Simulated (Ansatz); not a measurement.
Question: Write an Ansatz input for a full relaxation of cell and atoms of TiS2 with PBE (scalar-relativistic), a cutoff of 420 eV (density cutoff 4 times that), a Γ-centred 12×12×6 mesh and Gaussian smearing of 0.05 eV, without spin polarisation. Stop at forces under 0.01 eV/Å and stress under 0.04 GPa, or after 60 steps. Forces, stress and eigenvalues are wanted. The structure:
```
Ti S
1.0
     3.4624299588    0.0000000000    0.0000000000
    -1.7312149794    2.9985523031    0.0000000000
     0.0000000000    0.0000000000    5.5856181411
Ti S
1 2
Direct
  0.0000000000 0.0000000000 0.0000000000
  0.3333333333 0.6666666667 0.2520000000
  0.6666666667 0.3333333333 0.7480000000
```

Answer: 
```yaml
crystal:
  lattice:
    - [3.4624299588, 0.0, 0.0]
    - [-1.7312149794, 2.9985523031, 0.0]
    - [0.0, 0.0, 5.5856181411]
  atoms:
    - { symbol: Ti, position: [0.0, 0.0, 0.0] }
    - { symbol: S, position: [0.3333333333, 0.6666666667, 0.252] }
    - { symbol: S, position: [0.6666666667, 0.3333333333, 0.748] }
basis:
  ecutwfc: 420
  ecutrho_ratio: 4
kpoints:
  mp_grid: { grid: [12, 12, 6] }
hamiltonian:
  xc: pbe
scf:
  occupations: { method: gaussian, width: 0.05 }
output:
  forces: true
  stress: true
  eigenvalues: true
relax:
  f_tol: 0.01
  max_steps: 60
  cell: { stress_tol: 0.04 }
```

Launched as:
```sh
ansatz run input.yaml --threads 2 --pin off --max-ram 2662MiB --backend cpu --events-out ev --progress --plain --runs-dir out
```

Run as written, it has 24 valence electrons, 1317 plane waves at Γ (in the final cell), 12 symmetry operations and 100 irreducible k-points; it took 68 SCF iterations in all. Run time: 27 s on 2 threads of Arm Neoverse V2, on a shared host, peak memory 0.41 GiB.

The compound is reported in the structure type of the start.
